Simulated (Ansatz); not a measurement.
# GaSb: the cost of one run

Method: DFT PBE, scalar-relativistic, plane waves, PAW, in Ansatz 0.2.0.

The COD entry's cell or inner coordinates are ideal or old and differ from later refinements, so a difference from it is no clean test against experiment.

4 further runs of the same task are left out: 1 that didn't finish, 3 set aside as unsound or not needed. Runs told in other sessions of the task aren't counted.

## 1. Starting point

The structure is cubic, space group F-43m (No. 216). Conventional cell: a = 6.214 Å, b = 6.214 Å, c = 6.214 Å, α = 90.00°, β = 90.00°, γ = 90.00°. Ga (site symmetry -43m) has 4 Sb at 2.69 Å in its first shell of neighbours. Sb (site symmetry -43m) has 4 Ga at 2.69 Å in its first shell of neighbours.

As a file:

```xyz
2
Lattice="0.0000 3.1069 3.1069 3.1069 0.0000 3.1069 3.1069 3.1069 0.0000" Properties=species:S:1:pos:R:3 pbc="T T T"
Ga    0.0000    0.0000    0.0000
Sb    4.6604    4.6604    4.6604
```

This cell was relaxed beforehand with the same method: volume 29.99 Å³/atom, gap on the mesh none (metal).

## 2. The reference cell

The reference gives a free energy of -10267.8407 eV, pressure 0.00 GPa, largest force 0.000 eV/Å and gap on the mesh none (metal). It was computed beforehand with the settings of the runs below.

## 3. The scan: a two-dimensional strain map

The cell is strained by p along both x and y and by q along z, with fractional coordinates fixed.

## 4. At p = -0.050, q = -0.050

Contents of input.yaml:

```yaml
crystal:
  lattice:
    - [0.0, 2.9515746001, 2.9515746001]
    - [2.9515746001, 0.0, 2.9515746001]
    - [2.9515746001, 2.9515746001, 0.0]
  atoms:
    - { symbol: Ga, position: [0.0, 0.0, 0.0] }
    - { symbol: Sb, position: [0.75, 0.75, 0.75] }
basis:
  ecutwfc: 420
kpoints:
  mp_grid: { grid: [16, 16, 16] }
hamiltonian:
  xc: pbe
scf:
  occupations: { method: gaussian, width: 0.15 }
output:
  forces: true
  stress: true
  eigenvalues: true
```

Command:

```
$ ansatz run input.yaml --threads 2 --pin off --max-ram 5120MiB --backend cpu --events-out ev --progress --plain --runs-dir out
```

What time and memory should one allow on 2 threads of Intel Xeon at 2.50GHz (Skylake/Cascade Lake), shared host?

About 13 s, with a peak of 0.47 GiB.
